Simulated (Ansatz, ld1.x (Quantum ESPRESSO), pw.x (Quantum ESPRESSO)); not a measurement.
What a changed setting does to a pw.x run (bcc P)

Potential: norm-conserving Troullier–Martins (Kleinman–Bylander form), ld1.x (Quantum ESPRESSO) 7.5, PBE; core [Ne], reference 3s2 3p2.75; waves: 3s (bound): rc 1.25 bohr; 3p (bound): rc 1.60 bohr; 3d channel at -0.1 Ry: rc 1.65 bohr; local part: all-electron potential smoothed inside 1.00 bohr (lloc = -1); core correction: a·sin(br)/r model core, default radius (core density twice the valence density).

The reference run (k-mesh 15³, cutoffs 120/480 Ry, Fermi–Dirac 0.01 Ry, mixing_beta 0.4, conv_thr 1e-9, no spin) gives -1.96 GPa at 14.308 Å³/atom, where all-electron LAPW gives -0.58 GPa. This run, with its own iteration cap, changes k-mesh points per axis to 3.

```
&control
  calculation='scf', prefix='x', pseudo_dir='./', outdir='./tmp', tstress=.true., disk_io='none'
/
&system
  ibrav=0, nat=1, ntyp=1, ecutwfc=120, ecutrho=480, nbnd=9,
  occupations='smearing', smearing='fd', degauss=0.01
/
&electrons
  conv_thr=1e-09, mixing_beta=0.4, electron_maxstep=60
/
ATOMIC_SPECIES
P 1.0 P.UPF
CELL_PARAMETERS angstrom
  -1.52934798 1.52934798 1.52934798
  1.52934798 -1.52934798 1.52934798
  1.52934798 1.52934798 -1.52934798
ATOMIC_POSITIONS crystal
P 0.0000 0.0000 0.0000
K_POINTS automatic
3 3 3 0 0 0
```

```bash
pw.x < P.scf.in > P.scf.out
```

**Question.** How does the run end?

**Answer.** It converges in 7 iterations; the free energy moves by -337.1 meV/atom and the pressure by -1.23 GPa.

```
Message from routine setup:
     using ibrav=0 with symmetry is DISCOURAGED, use correct ibrav instead
     lattice parameter (alat)  =       5.0057  a.u.
     unit-cell volume          =      96.5552 (a.u.)^3
     number of electrons       =         5.00
     number of Kohn-Sham states=            9
     kinetic-energy cutoff     =     120.0000  Ry
     charge density cutoff     =     480.0000  Ry
     scf convergence threshold =      1.0E-09
     Exchange-correlation= PBE
     number of k points=     4  Fermi-Dirac smearing, width (Ry)=  0.0100
     iteration #  1     ecut=   120.00 Ry     beta= 0.40
     total energy              =     -15.54004018 Ry
     estimated scf accuracy    <       0.00677071 Ry
     iteration #  2     ecut=   120.00 Ry     beta= 0.40
     total energy              =     -15.53986362 Ry
     estimated scf accuracy    <       0.00167610 Ry
     iteration #  3     ecut=   120.00 Ry     beta= 0.40
     total energy              =     -15.54001096 Ry
     estimated scf accuracy    <       0.00003926 Ry
     iteration #  4     ecut=   120.00 Ry     beta= 0.40
     total energy              =     -15.54001583 Ry
     estimated scf accuracy    <       0.00000182 Ry
     iteration #  5     ecut=   120.00 Ry     beta= 0.40
     total energy              =     -15.54001601 Ry
     estimated scf accuracy    <       0.00000013 Ry
     iteration #  6     ecut=   120.00 Ry     beta= 0.40
     total energy              =     -15.54001603 Ry
     estimated scf accuracy    <          1.5E-09 Ry
     iteration #  7     ecut=   120.00 Ry     beta= 0.40
     the Fermi energy is    10.4128 ev
!    total energy              =     -15.54001604 Ry
     estimated scf accuracy    <          1.2E-11 Ry
     smearing contrib. (-TS)   =      -0.00723242 Ry
     The total energy is F=E-TS. E is the sum of the following terms:
     one-electron contribution =       5.92936276 Ry
     hartree contribution      =       0.21602058 Ry
     xc contribution           =      -5.93780380 Ry
     ewald contribution        =     -15.74036315 Ry
     convergence has been achieved in   7 iterations
          total   stress  (Ry/bohr**3)                   (kbar)     P=      -31.90
     Message from routine punch:
     Nothing written, as per user request (disk_io='none')
```

The run took about 1.4 s on one core of a shared host (Neoverse-V1, 32 threads, 247 GiB, load 33).
